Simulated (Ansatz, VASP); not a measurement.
LiBr: VASP beside Ansatz

```xyz
2
Lattice="0.0000 2.7135 2.7135 2.7135 0.0000 2.7135 2.7135 2.7135 0.0000" Properties=species:S:1:pos:R:3 pbc="T T T"
Br    2.7135    2.7135    2.7135
Li    0.0000    0.0000    0.0000
```

Change from the starting cell: volume scaled by 0.96.

Alike in both runs: task single point; functional PBEsol; k mesh 8 × 8 × 8; occupations fermi-dirac, width 0.05 eV; no spin polarisation.

|  | VASP | Ansatz |
| --- | --- | --- |
| version | VASP 6.6.1 | Ansatz 0.2.0 |
| potentials or method | VASP PAW PBE potentials, release 64 (Br, Li_sv) | Ansatz PAW |
| plane-wave cutoff (eV) | 520 | 420 |
| valence electrons in the cell | 10 | 10 |

|  | VASP | Ansatz | Ansatz less VASP |
| --- | --- | --- | --- |
| gap on the k mesh at the Fermi level (eV) | 4.95 | 4.95 | -0.009 |
| least direct gap on the mesh (eV) | 4.95 | 4.95 | -0.009 |

The functional is the same, so the differences come from potentials, cutoffs and numerics.
